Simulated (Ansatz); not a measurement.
# A film clamped to a substrate in InP3

These are results of DFT r2SCAN, scalar-relativistic, plane waves, PAW in Ansatz, not measurements. The runs took a 500 eV cutoff, a Γ-centred 6×6×6 mesh and Gaussian smearing (0.15 eV). No spin polarisation. Energies are free energies at this smearing, counted from the undisturbed cell; pressure is positive in compression.

Reference structure (relaxed at this level; it needn't be the usual structure):

```yaml
crystal:
  lattice:
    - [3.74150, 2.16016, 3.36925]
    - [-3.74150, 2.16016, 3.36925]
    - [0.00000, -4.32031, 3.36925]
  atoms:
    - { symbol: In, position: [0.27025, 0.27025, 0.27025] }
    - { symbol: In, position: [0.72975, 0.72975, 0.72975] }
    - { symbol: P, position: [0.79829, 0.24470, 0.79829] }
    - { symbol: P, position: [0.79829, 0.79829, 0.24470] }
    - { symbol: P, position: [0.24470, 0.79829, 0.79829] }
    - { symbol: P, position: [0.20171, 0.75530, 0.20171] }
    - { symbol: P, position: [0.75530, 0.20171, 0.20171] }
    - { symbol: P, position: [0.20171, 0.20171, 0.75530] }
```

The cell (8 atoms, V0 = 163.39 Å³) is strained by p along both x and y and by q along z, fractional coordinates fixed. τp = (1/V0) ∂E/∂p = (σxx + σyy)(1 + p)(1 + q) and τq = (1/V0) ∂E/∂q = σzz(1 + p)², with tension positive.

```csv
p,q,ΔE (meV/atom),τp (GPa),τq (GPa)
0.000,0.000,0.00,0.00,0.03
-0.040,0.000,53.43,-22.14,-4.05
0.040,0.000,42.70,15.80,3.07
0.000,-0.040,10.92,-3.88,-4.44
0.000,0.040,10.32,3.12,3.92
```

Problem. Get the second derivatives of the energy density.

Solution. Central differences give A = ∂τp/∂p = 474 GPa (C11 + C22 + 2 C12), C = ∂τq/∂q = 104 GPa (C33) and the cross term B = ∂τq/∂p = 89 GPa (C13 + C23); ∂τp/∂q = 88 GPa must equal B, and any difference shows higher-order terms. Steps this large leave an error of some per cent of A or C in all of these, which can swamp a small B. The ions are clamped.

Problem. A film of this crystal grows with z along the normal on a substrate that imposes p. How does its thickness respond, and what does the misfit cost?

Solution. Count p and q from the stress-free cell. A free surface needs τq = 0, so q = −(B/C) p = -0.85 p. The energy density left is (A − B²/C) p²/2 = M p², with the biaxial modulus M = 199 GPa; a misfit of 1 % costs 2.54 meV/atom, against 3.02 meV/atom if the thickness were held.

Forces appear on the atoms along this scan, and letting them relax would lower the energy and soften the response. In a metal these slopes depend on the k mesh and the smearing.